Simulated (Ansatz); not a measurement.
# Electron scattering at the Σ11 (113) boundary in fcc Al with Ag (substitutional)

Aim: the relaxed structure and the specific resistance of the Σ11 (113) boundary in fcc Al with Ag (substitutional).

Method: Ansatz plane-wave DFT, PBE, PAW files; relaxation of a bicrystal slab with its lowest layers held; PAW set soft_1, in the first sound run; inputs show where later runs differ, in Ansatz 0.2.0.

## Step 1: Starting point

The cell holds 16 atoms: 15 Al and 1 Ag. Its edges and angles: a = 2.862 Å, b = 4.958 Å, c = 29.358 Å, α = 90.0°, β = 90.0°, γ = 73.2°. It derives from Al. built on the (1 1 3) plane; 1 overlapping atoms removed and the grains opened by 0.05 Å. Vacuum lies along c.

## Step 2: Relaxing the bicrystal

The boundary is built by mirroring the lower grain in the boundary plane and removing any atoms that overlap; then the Ag is put in at the boundary. A thin bicrystal slab is relaxed first, with the lowest layers held and the upper grain free to shift and open.

input.yaml reads:

```yaml
crystal:
  lattice:
    - [2.862347037, 0.0, 0.0]
    - [1.4311735185, 4.7466655708, 0.0]
    - [0.0, 0.0, 29.3576331625]
  atoms:
    - { symbol: Al, position: [0.6363636364, 0.7272727272, 0.1703134572] }
    - { symbol: Al, position: [0.3636363637, 0.2727272727, 0.2118872745] }
    - { symbol: Al, position: [0.0909090909, 0.8181818181, 0.2534610918] }
    - { symbol: Al, position: [0.8181818182, 0.3636363636, 0.2950349091] }
    - { symbol: Al, position: [0.5454545455, 0.9090909091, 0.3366087264] }
    - { symbol: Al, position: [0.2727272727, 0.4545454545, 0.3781825437] }
    - { symbol: Ag, position: [0.0, 0.0, 0.419756361] }
    - { symbol: Al, position: [0.2727272727, 0.4545454545, 0.4630333129] }
    - { symbol: Al, position: [0.5454545455, 0.9090909091, 0.5046071302] }
    - { symbol: Al, position: [0.8181818182, 0.3636363636, 0.5461809475] }
    - { symbol: Al, position: [0.0909090909, 0.8181818181, 0.5877547648] }
    - { symbol: Al, position: [0.3636363637, 0.2727272727, 0.6293285821] }
    - { symbol: Al, position: [0.6363636364, 0.7272727272, 0.6709023994] }
    - { symbol: Al, position: [0.9090909091, 0.1818181817, 0.7124762167] }
    - { symbol: Al, position: [0.1818181819, 0.6363636363, 0.754050034] }
    - { symbol: Al, position: [0.4545454546, 0.0909090908, 0.7956238513] }
kpoints:
  mp_grid: { grid: [9, 9, 1] }
hamiltonian:
  xc: pbe
  pseudopotentials: { kind: paw, azcp: { folder: soft_1 } }
scf:
  occupations: { method: fermi_dirac, width: 0.1 }
relax:
  f_tol: 0.03
  max_steps: 80
  constraints: [{ sites: [0, 1, 2] }]
```

The run is started by

```sh
ansatz run input.yaml --threads 4 --pin off --max-ram 15360MiB --backend cpu --events-out ev --progress --plain --runs-dir out
```

Numbers of over 12 decimals in the logs are rounded to 6 here.

Log:

```text
Engine: ansatz 0.2.0, aarch64-unknown-linux-gnu
Pseudopotentials: kind: paw
Pseudopotential: Al, paw, valence charge 3, recommended cutoff 420 eV (normal), soft_1/Al.paw.azcp
Pseudopotential: Ag, paw, valence charge 19, recommended cutoff 420 eV (normal), soft_1/Ag.paw.azcp
Functional definition: PBE
  parameter kappa = 0.804
  parameter beta = 0.066725
  exchange = pbe_x(kappa = kappa, mu = beta*pi^2/3)
  correlation = pbe_c(beta = beta)
Crystal: 16 atoms, lattice volume = 398.871 Å³
Basis set: ecut = 420 eV, 7845 PW (Γ), exchange–correlation on 40×72×400 points (8 copies of the dense FFT grid, shifted against one another)
Bands: 48, of which v1, the nominal top of the filled ones, is band 32 counted from 1 (31 counted from 0)
Symmetry: 2 space group operations
Space group: Cm (ITA 8), of the structure as read, at distance tolerance 7.4e-5 Å
k-points: 25 of 81 (time reversal used)
Non-local potential: Al, projectors of the file, l = 0: 2, l = 1: 2, l = 2: 1
Non-local potential: Ag, projectors of the file, l = 0: 3, l = 1: 2, l = 2: 2, l = 3: 1
PAW form: soft (Blöchl's): semilocal exchange-correlation on the pseudo side does not see the compensation charge
PAW one-centre angular grid: Al, 110 points (default); XC on 64 Gauss nodes
PAW one-centre angular grid: Ag, 590 points (default); XC on 64 Gauss nodes
Initial density: superposition of atomic densities (neutral atoms: chi_scale 0, normalization atom)
Initial wavefunctions: pseudopotential atomic-orbital guess
Functional: x = pbe(κ = 0.804, μ = 0.219515), c = pbe(β = 0.066725)
SCF iter   1: F=—  HF=-15654.242950 eV  |F-HF|=—  |Δ(HF+E_count)|=         —  Δρ=4.23e-2  dr2=2.76e1  ethr=3.10e-3  ⟨swp⟩=9.9  Hψ=6735  notcnv=0  defer=10
preconditioner: auto → LDOS  [metal: Δε(μ)=0.013 eV  Ē_g=6.530 eV  σ=0.100 eV  W_gap=0.03  n_scr=48 (ndim 8)  ℏωp=13.9 eV  f_vac=0.241  D(μ)=7.04/eV (n_scr^D=38)  β→1.0]
SCF iter   2: F=—  HF=-15651.604522 eV  |F-HF|=—  |Δ(HF+E_count)|=    2.64e0  Δρ=1.64e-2  dr2=4.52e0  ethr=3.10e-3  ⟨swp⟩=5.6  Hψ=3431  notcnv=0  defer=58
SCF iter   3: F=—  HF=-15651.326338 eV  |F-HF|=—  |Δ(HF+E_count)|=   2.78e-1  Δρ=8.13e-3  dr2=2.70e-1  ethr=3.10e-3  ⟨swp⟩=3.9  Hψ=2687  notcnv=0  defer=50
SCF iter   4: F=—  HF=-15651.262299 eV  |F-HF|=—  |Δ(HF+E_count)|=   6.40e-2  Δρ=1.36e-3  dr2=1.19e-2  ethr=4.22e-4  ⟨swp⟩=2.2  Hψ=2342  notcnv=0  defer=50
SCF iter   5: F=—  HF=-15651.259821 eV  |F-HF|=—  |Δ(HF+E_count)|=   2.48e-3  Δρ=2.23e-4  dr2=4.32e-4  ethr=1.86e-5  ⟨swp⟩=2.7  Hψ=2527  notcnv=0  defer=49
SCF iter   6: F=—  HF=-15651.259844 eV  |F-HF|=—  |Δ(HF+E_count)|=   2.30e-5  Δρ=6.26e-5  dr2=2.70e-5  ethr=6.76e-7  ⟨swp⟩=2.5  Hψ=1869  notcnv=0  defer=49
SCF iter   7: F=-15651.259847 eV  HF=-15651.259848 eV  |F-HF|=4.88e-7  |Δ(HF+E_count)|=   3.81e-6  Δρ=1.15e-5  dr2=1.10e-6  ethr=3.52e-8  ⟨swp⟩=5.0  Hψ=3982  notcnv=0
SCF 1 converged in 7 iterations: F = -15651.259847 eV  dr2 = 1.10e-6
  greatest PAW one-centre occupation: 1.002 electrons in one spin orbital (limit 2), on the Ag atom at site 6 (counted from 0), in its partial waves of l = 0
relax step   1: F+E_penalty+E_count = -15651.25984707 eV  Δ(F+E_penalty+E_count) = +0.000e0 eV  max|allowed force component| = 1.193e0 eV/Å  Δτ_max = 0.0000 Å  (7 SCF iters, dr2 threshold 2.25e-5 eV, accepted)
Initial density: handed on by an earlier stage of this run
Initial wavefunctions: those handed on with the density
iter 1 solved again at ethr=2.90e-4 eV; its pass at ethr=3.10e-3 eV (dr2=1.86e-1 eV) is discarded
SCF iter   1: F=—  HF=-15651.412073 eV  |F-HF|=—  |Δ(HF+E_count)|=         —  Δρ=2.70e-3  dr2=1.72e-1  ethr=2.90e-4  ⟨swp⟩=1.7  Hψ=4441  notcnv=0  defer=52
preconditioner: auto → LDOS  [metal: Δε(μ)=0.008 eV  Ē_g=6.775 eV  σ=0.100 eV  W_gap=0.02  n_scr=48 (ndim 8)  ℏωp=13.9 eV  f_vac=0.253  D(μ)=6.29/eV (n_scr^D=32)  β→1.0]
SCF iter   2: F=—  HF=-15651.398571 eV  |F-HF|=—  |Δ(HF+E_count)|=   1.35e-2  Δρ=1.85e-3  dr2=2.67e-2  ethr=2.69e-4  ⟨swp⟩=2.1  Hψ=1817  notcnv=0  defer=52
SCF iter   3: F=—  HF=-15651.392649 eV  |F-HF|=—  |Δ(HF+E_count)|=   5.92e-3  Δρ=6.32e-4  dr2=2.35e-3  ethr=4.17e-5  ⟨swp⟩=2.1  Hψ=2031  notcnv=0  defer=52
SCF iter   4: F=—  HF=-15651.391987 eV  |F-HF|=—  |Δ(HF+E_count)|=   6.62e-4  Δρ=1.06e-4  dr2=7.40e-5  ethr=3.68e-6  ⟨swp⟩=2.6  Hψ=2077  notcnv=0  defer=52
SCF iter   5: F=-15651.391976 eV  HF=-15651.391976 eV  |F-HF|=1.53e-7  |Δ(HF+E_count)|=   1.07e-5  Δρ=2.86e-5  dr2=3.96e-6  ethr=1.16e-7  ⟨swp⟩=4.3  Hψ=3652  notcnv=0
SCF 2 converged in 5 iterations: F = -15651.391976 eV  dr2 = 3.96e-6
relax step   2: F+E_penalty+E_count = -15651.39197625 eV  Δ(F+E_penalty+E_count) = -1.321e-1 eV  max|allowed force component| = 2.594e-1 eV/Å  Δτ_max = 0.1053 Å  (5 SCF iters, dr2 threshold 8.89e-5 eV, accepted)
SCF iter   1: F=—  HF=-15651.412941 eV  |F-HF|=—  |Δ(HF+E_count)|=         —  Δρ=1.81e-3  dr2=1.10e-1  ethr=2.17e-3  ⟨swp⟩=4.0  Hψ=2928  notcnv=0  defer=48
preconditioner: auto → LDOS  [metal: Δε(μ)=0.005 eV  Ē_g=6.756 eV  σ=0.100 eV  W_gap=0.01  n_scr=48 (ndim 8)  ℏωp=13.9 eV  f_vac=0.250  D(μ)=6.32/eV (n_scr^D=32)  β→1.0]
SCF iter   2: F=—  HF=-15651.407470 eV  |F-HF|=—  |Δ(HF+E_count)|=   5.47e-3  Δρ=8.04e-4  dr2=1.87e-2  ethr=1.72e-4  ⟨swp⟩=2.3  Hψ=1801  notcnv=0  defer=51
SCF iter   3: F=—  HF=-15651.406261 eV  |F-HF|=—  |Δ(HF+E_count)|=   1.21e-3  Δρ=3.06e-4  dr2=6.74e-4  ethr=2.93e-5  ⟨swp⟩=2.1  Hψ=1555  notcnv=0  defer=51
SCF iter   4: F=—  HF=-15651.406142 eV  |F-HF|=—  |Δ(HF+E_count)|=   1.19e-4  Δρ=1.29e-4  dr2=9.14e-5  ethr=1.05e-6  ⟨swp⟩=2.4  Hψ=1915  notcnv=0  defer=51
SCF iter   5: F=-15651.406121 eV  HF=-15651.406122 eV  |F-HF|=1.53e-6  |Δ(HF+E_count)|=   1.95e-5  Δρ=1.98e-5  dr2=2.58e-6  ethr=6.57e-9  ⟨swp⟩=4.1  Hψ=5242  notcnv=0
SCF 3 converged in 5 iterations: F = -15651.406121 eV  dr2 = 2.58e-6
relax step   3: F+E_penalty+E_count = -15651.40612095 eV  Δ(F+E_penalty+E_count) = -1.414e-2 eV  max|allowed force component| = 3.177e-2 eV/Å  Δτ_max = 0.0925 Å  (5 SCF iters, dr2 threshold 4.20e-6 eV, accepted)
[...]
relax step   4: F+E_penalty+E_count = -15651.40726902 eV  Δ(F+E_penalty+E_count) = -1.148e-3 eV  max|allowed force component| = 1.296e-2 eV/Å  Δτ_max = 0.0266 Å  (6 SCF iters, accepted)
SCF iter   1: F=—  HF=-15651.409752 eV  |F-HF|=—  |Δ(HF+E_count)|=         —  Δρ=1.07e-3  dr2=2.14e-2  ethr=6.57e-4  ⟨swp⟩=3.4  Hψ=2842  notcnv=0  defer=51
preconditioner: auto → LDOS  [metal: Δε(μ)=0.013 eV  Ē_g=6.745 eV  σ=0.100 eV  W_gap=0.03  n_scr=48 (ndim 8)  ℏωp=13.9 eV  f_vac=0.249  D(μ)=6.32/eV (n_scr^D=32)  β→1.0]
SCF iter   2: F=—  HF=-15651.408670 eV  |F-HF|=—  |Δ(HF+E_count)|=   1.08e-3  Δρ=6.26e-4  dr2=4.74e-3  ethr=3.35e-5  ⟨swp⟩=2.0  Hψ=1854  notcnv=0  defer=51
SCF iter   3: F=—  HF=-15651.407953 eV  |F-HF|=—  |Δ(HF+E_count)|=   7.17e-4  Δρ=2.29e-4  dr2=4.12e-4  ethr=7.40e-6  ⟨swp⟩=2.2  Hψ=1804  notcnv=0  defer=51
SCF iter   4: F=—  HF=-15651.407851 eV  |F-HF|=—  |Δ(HF+E_count)|=   1.02e-4  Δρ=1.72e-5  dr2=5.29e-6  ethr=6.44e-7  ⟨swp⟩=2.4  Hψ=1944  notcnv=0  defer=51
SCF iter   5: F=—  HF=-15651.407828 eV  |F-HF|=—  |Δ(HF+E_count)|=   2.29e-5  Δρ=7.02e-6  dr2=2.86e-7  ethr=8.26e-9  ⟨swp⟩=2.7  Hψ=2209  notcnv=0  defer=51
SCF iter   6: F=-15651.407828 eV  HF=-15651.407828 eV  |F-HF|=1.84e-8  |Δ(HF+E_count)|=   3.99e-9  Δρ=2.41e-6  dr2=2.43e-8  ethr=1.56e-10  ⟨swp⟩=5.0  Hψ=4124  notcnv=0
SCF 5 converged in 6 iterations: F = -15651.407828 eV  dr2 = 2.43e-8
relax step   5: F+E_penalty+E_count = -15651.40782769 eV  Δ(F+E_penalty+E_count) = -5.587e-4 eV  max|allowed force component| = 3.272e-3 eV/Å  Δτ_max = 0.0346 Å  (6 SCF iters, accepted)
SCF converged after 6 iterations
Free energy (F): -15651.407828 eV
Harris-Foulkes:  -15651.407828 eV  (|F-HF|=1.84e-8)
Internal energy: -15651.194977 eV  (E = F + TS)
E sigma→0 (E₀):  -15651.301402 eV
Entropy (-TS):   -0.212851 eV (-13.303 meV/atom)
Fermi energy:    4.327576 eV
--- Per-component energies (eV) ---
  E_band       = -493.602188
  E_kinetic    = 794.240355
  E_local      = -28546.622002  (includes V_loc(G=0)·N_el)
  E_nonlocal   = 181.750781
  E_hartree    = 14129.286784
  E_xc         = -718.733293
  E_vxc        = -631.308232  (∫ρ·V_xc dr)
  E_paw        = -10994.900800  (= ΣΔE_a)
  E_vpaw       = -550.231143  (= ΣTr[D̂ρ^β])
  E_aug_tail   = 0.000345  (compensation charges beyond the density's cutoff)
  E_ewald      = 9503.782854
  E_smearing   = -0.212851  (= −TS)
  E_closure    = 0.000000  (closes the sum)
  Σ components = -15651.407828   (vs F -15651.407828, Δ=0.00e0)
--- Forces (eV/Å), atoms counted from 1 ---
  atom   1  Al     0.00000000    -0.00093118     0.13808505
  atom   2  Al    -0.00000000     0.05466177    -0.27720973
  atom   3  Al     0.00000000    -0.06848089     0.14051845
  atom   4  Al    -0.00000000     0.00114465     0.00091682
  atom   5  Al    -0.00000000     0.00155753    -0.00092348
  atom   6  Al    -0.00000000     0.00184974     0.00207866
  atom   7  Ag    -0.00000000    -0.00209078    -0.00120637
  atom   8  Al    -0.00000000     0.00003587    -0.00054064
  atom   9  Al    -0.00000000     0.00274550     0.00171702
  atom  10  Al    -0.00000000     0.00327154    -0.00165645
  atom  11  Al     0.00000000     0.00086442    -0.00101803
  atom  12  Al    -0.00000000     0.00151825    -0.00045715
  atom  13  Al     0.00000000     0.00018135     0.00010108
  atom  14  Al     0.00000000     0.00199027     0.00110296
  atom  15  Al     0.00000000     0.00159374    -0.00097320
  atom  16  Al    -0.00000000     0.00010149    -0.00045060
  max |Σ_I F_I| component: 8.44e-5 eV/Å
--- Relaxed structure (5 steps of the walk, 5 accepted, 0 SCFs on fresh bases) ---
  F+E_penalty+E_count = -15651.40782769 eV   max|allowed force component| = 3.272e-3 eV/Å
  atoms:
    - { symbol: Al, position: [0.6363636364, 0.7272727272, 0.170313] }
    - { symbol: Al, position: [0.363636, 0.2727272727, 0.211887] }
    - { symbol: Al, position: [0.09090909095, 0.8181818181, 0.253461] }
    - { symbol: Al, position: [0.820787, 0.358425, 0.295048] }
    - { symbol: Al, position: [0.547921, 0.904157, 0.338434] }
    - { symbol: Al, position: [0.275187, 0.449627, 0.376346] }
    - { symbol: Ag, position: [-0.00167035, 0.0033407, 0.424897] }
    - { symbol: Al, position: [0.267915, 0.464170, 0.469420] }
    - { symbol: Al, position: [0.541806, 0.916388, 0.509345] }
    - { symbol: Al, position: [0.815065, 0.369870, 0.550389] }
    - { symbol: Al, position: [0.089711, 0.820578, 0.592988] }
    - { symbol: Al, position: [0.363419, 0.273162, 0.632457] }
    - { symbol: Al, position: [0.637741, 0.724519, 0.675489] }
    - { symbol: Al, position: [0.907390, 0.185221, 0.714105] }
    - { symbol: Al, position: [0.176682, 0.646635, 0.760422] }
    - { symbol: Al, position: [0.446321, 0.107359, 0.796704] }
```

Wall time 33 s (4 threads of Arm Neoverse V2, shared host); peak memory 0.98 GiB.

Relaxation path:

```tsv
step	energy less that of the first step (eV)	largest force component (eV/Å)
1	0.0000	1.1926
2	-0.1321	0.2594
3	-0.1463	0.0318
4	-0.1474	0.0130
5	-0.1480	0.0033
```

Forces are held to the 2 operations that the run works with; a distortion that breaks them can't arise in this run.

The atoms that moved most (Å):

```tsv
atom	dx	dy	dz	length
Al15	0.000	0.049	0.187	0.193
Al8	0.000	0.046	0.187	0.193
Al11	0.000	0.011	0.154	0.154
Ag7	0.000	0.016	0.151	0.152
Al9	0.000	0.035	0.139	0.143
Al13	0.000	-0.013	0.135	0.135
Al10	0.000	0.030	0.124	0.127
Al12	0.000	0.002	0.092	0.092
```

The relaxed structure:

```cif
data_structure
_symmetry_space_group_name_H-M 'P 1'
_symmetry_Int_Tables_number 1
_cell_length_a 2.8623
_cell_length_b 4.9577
_cell_length_c 29.3576
_cell_angle_alpha 90.000
_cell_angle_beta 90.000
_cell_angle_gamma 73.221
_cell_volume 398.87
loop_
_atom_site_label
_atom_site_type_symbol
_atom_site_fract_x
_atom_site_fract_y
_atom_site_fract_z
_atom_site_occupancy
Al1 Al 0.63636 0.72727 0.17031 1
Al2 Al 0.36364 0.27273 0.21189 1
Al3 Al 0.09091 0.81818 0.25346 1
Al4 Al 0.82079 0.35843 0.29505 1
Al5 Al 0.54792 0.90416 0.33843 1
Al6 Al 0.27519 0.44963 0.37635 1
Ag7 Ag 0.99833 0.00334 0.42490 1
Al8 Al 0.26792 0.46417 0.46942 1
Al9 Al 0.54181 0.91639 0.50934 1
Al10 Al 0.81507 0.36987 0.55039 1
Al11 Al 0.08971 0.82058 0.59299 1
Al12 Al 0.36342 0.27316 0.63246 1
Al13 Al 0.63774 0.72452 0.67549 1
Al14 Al 0.90739 0.18522 0.71410 1
Al15 Al 0.17668 0.64664 0.76042 1
Al16 Al 0.44632 0.10736 0.79670 1
```

Numbers from this step:

| Quantity | Value |
| --- | --- |
| free energy | -15651.4078 eV |
| energy at zero smearing | -15651.3014 eV |
| Fermi energy | 4.328 eV |

The largest force component on a free atom ends at 0.0033 eV/Å, under the tolerance of 0.03, after 5 steps.

(Continued in part 2 of 2.)

[Logs are printed without paths, hosts, clocks, repeated set-up lines and the standing remarks that a program may print on its own settings, such as how far it seeks lower states.]

[Hosts, paths, dates, database ids (printed as entryN), source tags and the programs' standing remarks are cut or masked in the printed files.]
